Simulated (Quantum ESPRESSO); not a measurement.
A run of Quantum ESPRESSO 7.5:

pw.in

```
&CONTROL
  calculation = 'scf'
  prefix = 'pwscf'
  outdir = './tmp'
  pseudo_dir = './pseudo'
  tprnfor = .true.
  tstress = .true.
  disk_io = 'low'
/
&SYSTEM
  ibrav = 0
  nat = 2
  ntyp = 2
  ecutwfc = 91
  nbnd = 24
  occupations = 'smearing'
  smearing = 'mv'
  degauss = 0.01469973
/
&ELECTRONS
  conv_thr = 4d-10
  electron_maxstep = 120
  mixing_beta = 0.5
/
ATOMIC_SPECIES
Ta   180.9479 Ta.upf
N     14.0070 N.upf
CELL_PARAMETERS angstrom
   2.9380000000    0.0000000000    0.0000000000
  -1.4690000000    2.5443826363    0.0000000000
   0.0000000000    0.0000000000    2.8830000000
ATOMIC_POSITIONS crystal
Ta     0.0000000000    0.0000000000    0.5000000000
N      0.6666666667    0.3333333333    0.0000000000
K_POINTS automatic
7 7 6 0 0 0
```

The input scf2.in:

```
&CONTROL
  calculation = 'scf'
  prefix = 'pwscf'
  outdir = './tmp'
  pseudo_dir = './pseudo'
  tprnfor = .true.
  tstress = .true.
  disk_io = 'low'
/
&SYSTEM
  ibrav = 0
  nat = 2
  ntyp = 2
  ecutwfc = 91
  nbnd = 24
  occupations = 'smearing'
  smearing = 'mv'
  degauss = 0.01469973
/
&ELECTRONS
  conv_thr = 1d-13
  electron_maxstep = 120
  mixing_beta = 0.5
  startingpot = 'file'
  startingwfc = 'file'
/
ATOMIC_SPECIES
Ta   180.9479 Ta.upf
N     14.0070 N.upf
CELL_PARAMETERS angstrom
   2.9380000000    0.0000000000    0.0000000000
  -1.4690000000    2.5443826363    0.0000000000
   0.0000000000    0.0000000000    2.8830000000
ATOMIC_POSITIONS crystal
Ta     0.0000000000    0.0000000000    0.5000000000
N      0.6666666667    0.3333333333    0.0000000000
K_POINTS automatic
7 7 6 0 0 0
```

ph.in

```
phonons of TaN
&INPUTPH
  prefix = 'pwscf'
  outdir = './tmp'
  tr2_ph = 1d-16
  fildyn = 'dyn'
  niter_ph = 60
  alpha_mix(1) = 0.4
/
0.0000000000 0.0000000000 0.0000000000
```

File dynmat.in:

```
&INPUT
  fildyn = 'dyn'
  asr = 'crystal'
  filout = 'dynmat.disp'
  fileig = 'dynmat.eig'
/
```

Potentials or basis: Ansatz NC SR PBE.

Launch:

```console
$ OMP_NUM_THREADS=1 pw.x -in pw.in > pw.out
$ OMP_NUM_THREADS=1 pw.x -in scf2.in > scf2.out
$ OMP_NUM_THREADS=1 ph.x -in ph.in > ph.out
$ OMP_NUM_THREADS=1 dynmat.x -in dynmat.in > dynmat.out
```

Hardware: 1 thread of Arm Neoverse V1, on a shared host.

Task: How long does it take, and how much memory?

Result: Run time: 8.4 min on 1 thread of Arm Neoverse V1, with other jobs on the host, peak memory 0.07 GiB. Counts: scf iterations 12, k pools 1, bands 24, k points 32, g dense 17097.
